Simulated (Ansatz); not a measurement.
# LiCl: the cost of one run

Method: DFT PBE, scalar-relativistic, plane waves, PAW, in Ansatz 0.2.0.

1 further run of the same task is left out (it didn't finish).

### Step 1. Starting point

Symmetry: P1, No. 1, triclinic system. The conventional cell has a = 4.273 Å, b = 4.273 Å, c = 7.374 Å, α = 99.78°, β = 99.78°, γ = 114.43°. Li (site symmetry 1) has 2 Cl at 2.12 to 2.15 Å and 2 Li at 2.12 to 2.15 Å as nearest neighbours. Around Li (site symmetry 1) lie 1 Li at 2.12 Å and 3 Cl at 2.15 to 2.18 Å. Around Li (site symmetry 1) lie 3 Cl at 2.12 to 2.18 Å and 1 Li at 2.15 Å. Cl (site symmetry 1) is surrounded by 2 Li at 2.12 to 2.15 Å and 2 Cl at 2.12 to 2.15 Å. Around Cl (site symmetry 1) lie 3 Li at 2.12 to 2.18 Å and 1 Cl at 2.15 Å. Cl (site symmetry 1) has 1 Cl at 2.12 Å and 3 Li at 2.15 to 2.18 Å as nearest neighbours.

As a file:

```cif
data_structure
_symmetry_space_group_name_H-M 'P1'
_symmetry_Int_Tables_number 1
_cell_length_a 4.2726
_cell_length_b 4.2726
_cell_length_c 7.3738
_cell_angle_alpha 99.783
_cell_angle_beta 99.783
_cell_angle_gamma 114.426
_cell_volume 116.37
loop_
_atom_site_label
_atom_site_type_symbol
_atom_site_symmetry_multiplicity
_atom_site_Wyckoff_symbol
_atom_site_fract_x
_atom_site_fract_y
_atom_site_fract_z
_atom_site_occupancy
Li1 Li 1 a 0.00683 0.00683 0.00000 1
Li2 Li 1 a 0.23342 0.48833 0.22043 1
Li3 Li 1 a 0.73833 0.98342 0.72044 1
Cl1 Cl 1 a 0.25683 0.75683 0.50000 1
Cl2 Cl 1 a 0.26789 0.01298 0.77956 1
Cl3 Cl 1 a 0.26298 0.01789 0.27956 1
```

A structure generator made this guess: 4-connected net, two elements spread over the vertices (P1, No. 1). The dimensions are guesses.

### Step 2. A first look at the guess

Contents of input.yaml:

```yaml
crystal:
  lattice:
    - [4.27260663, 0.0, 0.0]
    - [-1.76680755, 3.89018747, 0.0]
    - [-1.25289954, -1.94509373, 7.00142527]
  atoms:
    - { symbol: Li, position: [0.00682899, 0.00682899, 0.0] }
    - { symbol: Li, position: [0.233417, 0.48832798, 0.220435] }
    - { symbol: Li, position: [0.73832798, 0.983417, 0.720435] }
    - { symbol: Cl, position: [0.25682899, 0.75682899, 0.5] }
    - { symbol: Cl, position: [0.26789298, 0.012982, 0.779565] }
    - { symbol: Cl, position: [0.262982, 0.01789298, 0.279565] }
basis:
  ecutwfc: 420
kpoints:
  mp_grid: { grid: [4, 4, 4] }
hamiltonian:
  xc: pbe
scf:
  occupations: { method: gaussian, width: 0.1 }
  lower_state_search: "off"
output:
  forces: true
  stress: true
  eigenvalues: true
```

Started as:

```
$ ansatz run input.yaml --threads 1 --pin off --max-ram 2560MiB --backend cpu --events-out ev --progress --plain --runs-dir out
```

What time and memory should one allow on 1 thread of Arm Neoverse V1, shared host?

About 8.4 s, with a peak of 0.33 GiB.
